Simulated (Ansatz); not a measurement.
## PbS under changes of volume

One of the cells (26.664 Å³/atom); the others are scaled copies at fixed shape and fractional positions:

```
Pb S
1.0
     2.07995   -5.99130    0.00000
     2.07995    5.99130    0.00000
     0.00000    0.00000    4.27932
Pb S
2 2
Direct
  0.13056 0.86944 0.25000
  0.86944 0.13056 0.75000
  0.35480 0.64520 0.25000
  0.64520 0.35480 0.75000
```

Measurements of this composition are mostly on another form, of space group No. 225.

| Quantity | Value |
| --- | --- |
| Program | Ansatz 0.2.0 |
| Functional | revPBE |
| Potentials or basis | Ansatz PAW |
| Cutoff | 420 eV (not typed: the program's choice for these potentials) |
| k mesh | 7 × 7 × 6 |
| Occupations | fermi-dirac, width 0.05 eV |
| Spin | no spin polarisation |

```tsv
volume (Å³/atom)	energy over the lowest point (meV/atom)	pressure (GPa)	gap on the mesh (eV)	largest force (eV/Å)
25.064	52.69	6.5	1.17	0.512
25.597	33.69	5.0	1.22	0.364
26.130	19.37	3.7	1.27	0.225
26.664	9.24	2.5	1.32	0.124
27.197	?	?	?	?
27.730	0.00	0.4	1.39	0.138
28.263	0.17	-0.5	1.40	0.243
```

Task: What does the run at 27.197 Å³/atom give?

Result: Energy over the lowest point 2.91 meV/atom; pressure 1.4 GPa; gap on the mesh 1.36 eV; largest force 0.050 eV/Å.

Worked out: A Birch-Murnaghan fit of order 3 (a polynomial in V^(-2/3)) to the other rows has its minimum at 27.96 Å³/atom with B0 = V·E''(V) = 46 GPa and B' = 4.4 at fixed shape and positions, which overstates the stiffness. It gives 2.91 meV/atom at 27.197 Å³/atom, against the run's 2.91, and -dE/dV = 1.4 GPa, against 1.4. A parabola through the other rows of the gap, of slope 1.65 eV per unit of ln V there, gives 1.35 eV, against the run's 1.36.

Energies are extrapolated to zero smearing.

Caveats: odd divisions of the mesh miss points on the zone boundary, where band edges often lie, so the gap on the mesh can be too wide; spin-orbit coupling is left out, which as a rule narrows the gap of such compounds by several tenths of an eV; the PAW data sets come from PBE, with cores solved anew for the run's functional, which leaves a small shift of forces and pressure.

A mesh can miss the band edges.
